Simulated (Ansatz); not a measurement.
Here is an Ansatz 0.2.0 calculation.

Contents of input.yaml:

```yaml
crystal:
  lattice:
    - [-1.6, 1.6, 3.9305]
    - [1.6, -1.6, 3.9305]
    - [1.6, 1.6, -3.9305]
  atoms:
    - { symbol: Mo, position: [0.0, 0.0, 0.0] }
    - { symbol: Si, position: [0.667, 0.667, 0.0] }
    - { symbol: Si, position: [0.333, 0.333, 0.0] }
hamiltonian:
  xc: pbesol
  pseudopotentials: { kind: paw }
kpoints:
  mp_grid: { grid: [12, 12, 12] }
scf:
  occupations: { method: fermi_dirac, width: 0.05 }
output:
  forces: true
  stress: true
relax:
  f_tol: 0.01
  max_steps: 40
  cell: { stress_tol: 0.05 }
```

Potentials or basis: Ansatz PAW.

The run is started by

```sh
$ ansatz run input.yaml --threads 2 --pin off --max-ram 5632MiB --backend cpu --events-out ev --progress --plain --runs-dir out
```

**Question.** Predict the relaxed cell.

**Answer.** a = 4.515 Å, b = 4.515 Å, c = 4.515 Å, α = 138.62°, β = 138.62°, γ = 59.95°.

**Question.** Predict the space group after relaxing (to 0.05 Å).

**Answer.** I4/mmm (No. 139).

**Question.** What does it give for the relaxed volume?

**Answer.** 13.27 Å³/atom.

Final structure:
```
Mo Si
1.0
    -1.59499    1.59499    3.91098
     1.59499   -1.59499    3.91098
     1.59499    1.59499   -3.91098
Mo Si
1 2
Direct
  0.00000 0.00000 0.00000
  0.66495 0.66495 0.00000
  0.33505 0.33505 0.00000
```

Caveat: the PAW data sets come from PBE, with cores solved anew for the run's functional, which leaves a small shift of forces and pressure.
